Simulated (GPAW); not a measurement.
Crystal: Pb.

```xyz
2
Lattice="3.4800 0.0000 0.0000 -1.7400 3.0138 0.0000 0.0000 0.0000 5.5900" Properties=species:S:1:pos:R:3 pbc="T T T"
Pb    1.7400    1.0046    4.1925
Pb    0.0000    2.0092    1.3975
```

This isn't the form of Pb at room conditions, which is fcc.

Base run:

```yaml
Program: GPAW 26.7.0
Functional: PBE
Potentials_or_basis: GPAW PAW data sets (gpaw-data 1.2.1)
Cutoff: 600 eV
Basis: pw
k_mesh: 7 × 7 × 4
Occupations: fermi-dirac, width 0.05 eV
Spin: no spin polarisation
```

Its results: pressure 3.5 GPa.

The run is repeated on the same cell with these changes: functional from PBE to LDA; potentials or basis from GPAW PAW data sets (gpaw-data 1.2.1) to the program's PAW data sets (release 1.2.1) made for this functional; cutoff from 600 eV to 500 eV. What comes out?

Pressure -1.5 GPa.

Caveats: the cutoff is short for stress and forces, so pressures can be off by a GPa or more (some runs).
